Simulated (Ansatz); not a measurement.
InSe (P-6m2) under several functionals

Plane-wave DFT in Ansatz with scalar-relativistic PAW potentials. The same structure was relaxed (cell and atoms, symmetry kept) in separate runs at each level. No spin polarisation.

Q: How do the levels LDA, PBE+D3(BJ), PBEsol, r2SCAN compare?

A:
| level | cutoff (eV) | k mesh | V (Å³/atom) | a (Å) | c (Å) | gap (eV) | B0 (GPa) |
| --- | --- | --- | --- | --- | --- | --- | --- |
| LDA | 420 | 12×12×4 | 27.804 | 3.972 | 16.279 | 0.19 | – |
| PBE+D3(BJ) | 420 | 12×12×2 | 29.304 | 4.036 | 16.622 | 0.30 | 24 |
| PBEsol | 420 | 12×12×2 | 29.335 | 4.008 | 16.867 | 0.37 | – |
| r2SCAN | 500 | 12×12×2 | 30.783 | 4.043 | 17.394 | 0.93 | – |

The usual order of volumes, LDA < PBEsol, holds here (27.804, 29.335 Å³/atom). As a rule LDA overbinds; PBEsol, built on the gradient expansion of slowly varying densities, lies between LDA and PBE. Each gap belongs to its own cell, so it mixes the functional's effect with that of the volume; gaps are the least found on the k mesh or on a band path.